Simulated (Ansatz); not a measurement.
**CoPt: equation of state**

How stiff is CoPt, and at what volume does the pressure vanish? The cell is scaled evenly, atoms carried along, and solved with PAW.

Method: DFT r²SCAN, scalar-relativistic, in Ansatz 0.2.0.

### Step 1. The structure to begin with

Symmetry: P4/mmm, No. 123, tetragonal system. The conventional cell has a = 2.691 Å, b = 2.691 Å, c = 3.684 Å, α = 90.00°, β = 90.00°, γ = 90.00°. Co (site symmetry 4/mmm) is surrounded by 8 Pt at 2.65 Å and 4 Co at 2.69 Å. Around Pt (site symmetry 4/mmm) lie 8 Co at 2.65 Å and 4 Pt at 2.69 Å.

Coordinates:

```cif
data_structure
_symmetry_space_group_name_H-M 'P4/mmm'
_symmetry_Int_Tables_number 123
_cell_length_a 2.6910
_cell_length_b 2.6910
_cell_length_c 3.6840
_cell_angle_alpha 90.000
_cell_angle_beta 90.000
_cell_angle_gamma 90.000
_cell_volume 26.68
loop_
_atom_site_label
_atom_site_type_symbol
_atom_site_symmetry_multiplicity
_atom_site_Wyckoff_symbol
_atom_site_fract_x
_atom_site_fract_y
_atom_site_fract_z
_atom_site_occupancy
Co1 Co 1 a 0.00000 0.00000 0.00000 1
Pt1 Pt 1 d 0.50000 0.50000 0.50000 1
```

The file gives the conventional cell by its symmetry; the runs use the cell typed in the input.

The cell is a deposited one (Crystallography Open Database entry 1525472); the temperature and pressure of the measurement aren't taken into account, and nothing was relaxed.

Atoms are numbered in the order of the input: Co1, Pt2.

### Step 2. Volume × 0.9405, PAW

Contents of input.yaml:

```yaml
crystal:
  lattice:
    - [2.6365335233, 0.0, 0.0]
    - [0.0, 2.6365335233, 0.0]
    - [0.0, 0.0, 3.6094349684]
  atoms:
    - { symbol: Co, position: [0.0, 0.0, 0.0], spin: 2.0 }
    - { symbol: Pt, position: [0.5, 0.5, 0.5] }
magnetization:
  spin_polarized: true
kpoints:
  mp_grid: { grid: [12, 12, 9] }
scf:
  occupations: { method: fermi_dirac, width: 0.05 }
hamiltonian:
  xc: r2scan
  pseudopotentials: { kind: paw }
output:
  forces: true
  stress: true
  eigenvalues: true
  efg: { contact_densities: true }
```

Started as:

```sh
$ ansatz run input.yaml --threads 1 --pin off --max-ram 3072MiB --backend cpu --events-out ev --progress --plain --runs-dir out
```

Standard output (excerpt; [...] marks lines left out):

```text
Pt: output.efg is read without spin–orbit coupling, which moves field gradients at and beside such atoms by some per cent and up to a factor of two; PAW files take it under magnetization.noncollinear and magnetization.spin_orbit
[...]
Pseudopotentials: kind: paw
Pseudopotential: Co, paw, valence charge 17, recommended cutoff 500 eV (meta_gga)
Pseudopotential: Pt, paw, valence charge 18, recommended cutoff 500 eV (meta_gga)
Functional definition: r2SCAN
[...]
Crystal: 2 atoms, lattice volume = 25.090 Å³
Basis set: ecut = 500 eV, 633 PW (Γ), exchange–correlation on 80×80×108 points (64 copies of the dense FFT grid, shifted against one another)
Bands: 23, of which v1, the nominal top of the filled ones, is band 18 counted from 1 (17 counted from 0)
Symmetry: 16 space group operations
Space group: P4/mmm (ITA 123), of the structure as read, at distance tolerance 2.9e-5 Å
Magnetic group: BNS 123.339 (UNI 999), of the structure as read, at distance tolerance 2.9e-5 Å
k-points: 140 of 1296
[...]
Starting moments: Σ|m| = 2 μB on 1 of 2 sites
[...]
SCF iter   1: F=—  HF=-17667.785976 eV  |F-HF|=—  |Δ(HF+E_count)|=         —  Δρ=7.12e-2 (↑4.46e-2 ↓7.12e-2)  dr2=2.87e0  dr2_τ=3.79e-2  dr2_m=3.14e-1  M=2.335 μB ∫|m|=2.415 μB  β_m=1.00  ethr=3.10e-3  ⟨swp⟩=5.6  Hψ=25343  notcnv=0
[...]
SCF iter  16: F=-17668.536466 eV  HF=-17668.536466 eV  |F-HF|=2.87e-8  |Δ(HF+E_count)|=   3.66e-8  Δρ=8.52e-6 (↑4.79e-6 ↓8.52e-6)  dr2=1.60e-8  dr2_τ=1.92e-10  dr2_m=1.37e-9  M=2.411 μB ∫|m|=2.707 μB  ethr=3.41e-11  ⟨swp⟩=3.5  Hψ=21032  notcnv=0
[...]
this state was not tested for a lower state beside it, because the mixer in use, unlike msr1, does not test its closes by its own steps (another_mixer; see scf.mixing.algorithm and scf.lower_state_search)
SCF converged after 16 iterations
Magnetization: 2.4106 μB (18.7053 up, 16.2947 down)
Absolute magnetization: 2.7080 μB (∫|ρ↑−ρ↓|, with the PAW one-centre terms)
Spin contamination: 0.0916 ħ² per cell (⟨S²⟩ above its minimum at these occupations)
Per-site moments (μB) at R_I (Å): [(2.1200132193704455, 1.0703289813686354), (0.425842557593935, 1.0703289813686354)]
Free energy (F): -17668.536466 eV
[...]
E sigma→0 (E₀):  -17668.530187 eV
Entropy (-TS):   -0.012559 eV (-6.279 meV/atom)
Fermi energy:    22.469787 eV
[...]
--- Forces (eV/Å), atoms counted from 1 ---
  atom   1  Co    -0.00000000     0.00000000     0.00000000
  atom   2  Pt     0.00000000     0.00000000     0.00000000
[...]
--- Stress (GPa, compression-positive) ---
       16.154125       0.000000       0.000000
        0.000000      16.154125       0.000000
        0.000000       0.000000      17.195284
  P = ⅓ Tr σ = 16.5012 GPa (165.012 kbar)
--- Band table (eV; the first three rows and the last of 280) ---
  k-point 0 ↑: bands = ["-78.6163", "-78.1899", "-40.0249", "-40.0249", "-39.8835", "-32.2592", "-32.0838", "-32.0838", "11.7753", "15.1802", "15.1950", "18.2290", "18.2290", "18.6693", "19.6233", "20.3260", "21.6663", "21.6663", "21.8058", "24.9299", "33.4570", "35.2241", "35.2241"]
[...]
```

Run time: 72 s. Hardware: 1 thread of Arm Neoverse N1, shared host; peak memory 0.57 GiB.

Result: pressure 16.50 GPa; no gap; spin moments Co1 2.12, Pt2 0.43 μB.

### Step 3. Volume × 0.98, PAW

Edit input.yaml of step 2 so:

```diff
@@ -2,5 +2,5 @@
   lattice:
-    - [2.6365335233, 0.0, 0.0]
-    - [0.0, 2.6365335233, 0.0]
-    - [0.0, 0.0, 3.6094349684]
+    - [2.6729390531, 0.0, 0.0]
+    - [0.0, 2.6729390531, 0.0]
+    - [0.0, 0.0, 3.6592744228]
   atoms:
```

Started as:

```sh
$ ansatz run input.yaml --threads 1 --pin off --max-ram 3072MiB --backend cpu --events-out ev --progress --plain --runs-dir out
```

Standard output (excerpt; [...] marks lines left out):

```text
Pt: output.efg is read without spin–orbit coupling, which moves field gradients at and beside such atoms by some per cent and up to a factor of two; PAW files take it under magnetization.noncollinear and magnetization.spin_orbit
[...]
[... 4 set-up lines as earlier in the session ...]
[...]
Crystal: 2 atoms, lattice volume = 26.144 Å³
Basis set: ecut = 500 eV, 657 PW (Γ), exchange–correlation on 80×80×108 points (64 copies of the dense FFT grid, shifted against one another)
Bands: 23, of which v1, the nominal top of the filled ones, is band 18 counted from 1 (17 counted from 0)
[... 1 set-up line as earlier in the session ...]
Space group: P4/mmm (ITA 123), of the structure as read, at distance tolerance 3.0e-5 Å
[...]
SCF converged after 20 iterations
Magnetization: 2.4571 μB (18.7285 up, 16.2715 down)
Absolute magnetization: 2.7638 μB (∫|ρ↑−ρ↓|, with the PAW one-centre terms)
Spin contamination: 0.0990 ħ² per cell (⟨S²⟩ above its minimum at these occupations)
Per-site moments (μB) at R_I (Å): [(2.1807529497740177, 1.0851081955464295), (0.4148989114528598, 1.0851081955464295)]
Free energy (F): -17668.605479 eV
[...]
E sigma→0 (E₀):  -17668.598770 eV
Entropy (-TS):   -0.013419 eV (-6.709 meV/atom)
Fermi energy:    21.336169 eV
[...]
--- Forces (eV/Å), atoms counted from 1 ---
  atom   1  Co    -0.00000000     0.00000000     0.00000000
  atom   2  Pt     0.00000000    -0.00000000     0.00000000
[...]
--- Stress (GPa, compression-positive) ---
        4.168418       0.000000       0.000000
        0.000000       4.168418       0.000000
        0.000000       0.000000       6.667081
  P = ⅓ Tr σ = 5.0013 GPa (50.013 kbar)
--- Band table (eV; the first three rows and the last of 280) ---
[... band rows left out ...]
[...]
```

It took 87 s on 1 thread of Arm Neoverse N1, shared host; peak memory 0.58 GiB.

This run gives: pressure 5.00 GPa; no gap; spin moments Co1 2.18, Pt2 0.41 μB.

### Step 4. Volume × 1.02, PAW

Edit input.yaml of step 3 so:

```diff
@@ -2,5 +2,5 @@
   lattice:
-    - [2.6729390531, 0.0, 0.0]
-    - [0.0, 2.6729390531, 0.0]
-    - [0.0, 0.0, 3.6592744228]
+    - [2.7088217114, 0.0, 0.0]
+    - [0.0, 2.7088217114, 0.0]
+    - [0.0, 0.0, 3.708398062]
   atoms:
@@ -22 +22,5 @@
   efg: { contact_densities: true }
+  write_density: true
+  write_potential: true
+  elf: true
+  volumetric_format: npy
```

Started as:

```sh
$ ansatz run input.yaml --threads 1 --pin off --max-ram 3072MiB --backend cpu --events-out ev --progress --plain --runs-dir out
```

Standard output (excerpt; [...] marks lines left out):

```text
Pt: output.efg is read without spin–orbit coupling, which moves field gradients at and beside such atoms by some per cent and up to a factor of two; PAW files take it under magnetization.noncollinear and magnetization.spin_orbit
[...]
[... 4 set-up lines as earlier in the session ...]
[...]
Crystal: 2 atoms, lattice volume = 27.211 Å³
Basis set: ecut = 500 eV, 673 PW (Γ), exchange–correlation on 80×80×120 points (64 copies of the dense FFT grid, shifted against one another)
Bands: 23, of which v1, the nominal top of the filled ones, is band 18 counted from 1 (17 counted from 0)
[... 2 set-up lines as earlier in the session ...]
[...]
SCF converged after 22 iterations
Magnetization: 2.4893 μB (18.7447 up, 16.2553 down)
Absolute magnetization: 2.8025 μB (∫|ρ↑−ρ↓|, with the PAW one-centre terms)
Spin contamination: 0.1061 ħ² per cell (⟨S²⟩ above its minimum at these occupations)
Per-site moments (μB) at R_I (Å): [(2.230331469177275, 1.0996751444415354), (0.39928785752175777, 1.0996751444415354)]
Free energy (F): -17668.607500 eV
[...]
E sigma→0 (E₀):  -17668.600855 eV
Entropy (-TS):   -0.013291 eV (-6.646 meV/atom)
Fermi energy:    20.280256 eV
[...]
--- Forces (eV/Å), atoms counted from 1 ---
  atom   1  Co    -0.00000000    -0.00000000     0.00000000
  atom   2  Pt     0.00000000     0.00000000     0.00000000
[...]
--- Stress (GPa, compression-positive) ---
       -5.259214       0.000000       0.000000
        0.000000      -5.259214       0.000000
        0.000000       0.000000      -1.717548
  P = ⅓ Tr σ = -4.0787 GPa (-40.787 kbar)
--- Band table (eV; the first three rows and the last of 280) ---
[... band rows left out ...]
[...]
```

Run time: 2.7 min. Hardware: 1 thread of Arm Neoverse N1, shared host; peak memory 1.2 GiB.

In short: pressure -4.08 GPa; no gap; spin moments Co1 2.23, Pt2 0.40 μB.

### Step 5. Volume × 1.06, PAW

Edit input.yaml of step 4 so:

```diff
@@ -2,5 +2,5 @@
   lattice:
-    - [2.7088217114, 0.0, 0.0]
-    - [0.0, 2.7088217114, 0.0]
-    - [0.0, 0.0, 3.708398062]
+    - [2.7437781051, 0.0, 0.0]
+    - [0.0, 2.7437781051, 0.0]
+    - [0.0, 0.0, 3.7562536378]
   atoms:
```

Started as:

```sh
$ ansatz run input.yaml --threads 1 --pin off --max-ram 3072MiB --backend cpu --events-out ev --progress --plain --runs-dir out
```

Standard output (excerpt; [...] marks lines left out):

```text
Pt: output.efg is read without spin–orbit coupling, which moves field gradients at and beside such atoms by some per cent and up to a factor of two; PAW files take it under magnetization.noncollinear and magnetization.spin_orbit
[...]
[... 4 set-up lines as earlier in the session ...]
[...]
Crystal: 2 atoms, lattice volume = 28.278 Å³
Basis set: ecut = 500 eV, 709 PW (Γ), exchange–correlation on 96×96×120 points (64 copies of the dense FFT grid, shifted against one another)
Bands: 23, of which v1, the nominal top of the filled ones, is band 18 counted from 1 (17 counted from 0)
[... 2 set-up lines as earlier in the session ...]
[...]
Magnetization: 2.5103 μB (18.7552 up, 16.2448 down)
Absolute magnetization: 2.8181 μB (∫|ρ↑−ρ↓|, with the PAW one-centre terms)
Spin contamination: 0.1107 ħ² per cell (⟨S²⟩ above its minimum at these occupations)
Per-site moments (μB) at R_I (Å): [(2.257041074370253, 1.1138660663253592), (0.3904543610196786, 1.1138660663253592)]
Free energy (F): -17668.557670 eV
[...]
E sigma→0 (E₀):  -17668.551407 eV
Entropy (-TS):   -0.012525 eV (-6.263 meV/atom)
Fermi energy:    19.308916 eV
[...]
--- Forces (eV/Å), atoms counted from 1 ---
  atom   1  Co    -0.00000000     0.00000000     0.00000000
  atom   2  Pt     0.00000000    -0.00000000     0.00000000
[...]
--- Stress (GPa, compression-positive) ---
      -10.880576      -0.000116       0.000000
        0.000116     -10.880576       0.000000
        0.000000       0.000000      -9.588652
  P = ⅓ Tr σ = -10.4499 GPa (-104.499 kbar)
--- Band table (eV; the first three rows and the last of 380) ---
[... band rows left out ...]
[...]
```

Wall time 15 min (1 thread of Arm Neoverse N1, shared host); peak memory 1.1 GiB.

In short: pressure -10.45 GPa; no gap; spin moments Co1 2.26, Pt2 0.39 μB.

### Step 6. Fits

The rows at scale 1 come from earlier runs of the unscaled cell with the same settings.

| method | volume (Å³/atom) | F above the lowest (meV/atom) | pressure (GPa) | moment Co1 (μB) | moment Pt2 (μB) |
| --- | --- | --- | --- | --- | --- |
| PAW | 12.545 | 38.8 | 16.50 | 2.12 | 0.43 |
| PAW | 13.072 | 4.3 | 5.00 | 2.18 | 0.41 |
| PAW | 13.339 | 0.0 | 0.23 | 2.21 | 0.41 |
| PAW | 13.606 | 3.3 | -4.08 | 2.23 | 0.40 |
| PAW | 14.139 | 28.2 | -10.45 | 2.26 | 0.39 |

### Step 7. Results

| quantity | value |
| --- | --- |
| equilibrium volume (PAW) | 13.350 Å³/atom |
| bulk modulus (PAW) | 219 GPa |
| its pressure derivative (PAW) | 6.3 |

A third-order Birch-Murnaghan fit to the PAW pressures puts zero pressure at 13.35 Å³/atom, less than 0.1 % from the given cell, with a bulk modulus of 219 GPa. Shape and positions are held, so a fully relaxed modulus can be lower. The moment on Co1 goes from 2.12 to 2.26 μB as the cell expands. No thermal or zero-point expansion is included. The magnetic state is the one reached from the start moments in this cell; it needn't be the ground state. Spin-orbit coupling is left out, though the cell holds Pt.
